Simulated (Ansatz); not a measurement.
Zn:

```
CELL_PARAMETERS angstrom
0.00000 1.96478 1.96478
1.96478 0.00000 1.96478
1.96478 1.96478 0.00000
ATOMIC_POSITIONS crystal
Zn 0.00000 0.00000 0.00000
```

This isn't the form of Zn at room conditions, which is hcp.

Base run:

```yaml
Program: Ansatz 0.2.0
Functional: PBE
Potentials_or_basis: Ansatz PAW
Cutoff: "420 eV (not typed: the program's choice for these potentials)"
k_mesh: 12 × 12 × 12
Occupations: fermi-dirac, width 0.05 eV
Spin: no spin polarisation
```

Its results: band gap on the k mesh none (metal or under the smearing width); pressure -0.2 GPa.

Question: The run is repeated on the same cell with these changes: functional from PBE to PBEsol. What comes out?

Answer: Band gap on the k mesh none (metal or under the smearing width); pressure -5.2 GPa.

PBEsol binds more tightly than PBE, so the same cell stands under less pressure.

Caveats: the PAW data sets come from PBE, with cores solved anew for the run's functional, which leaves a small shift of forces and pressure (some runs).
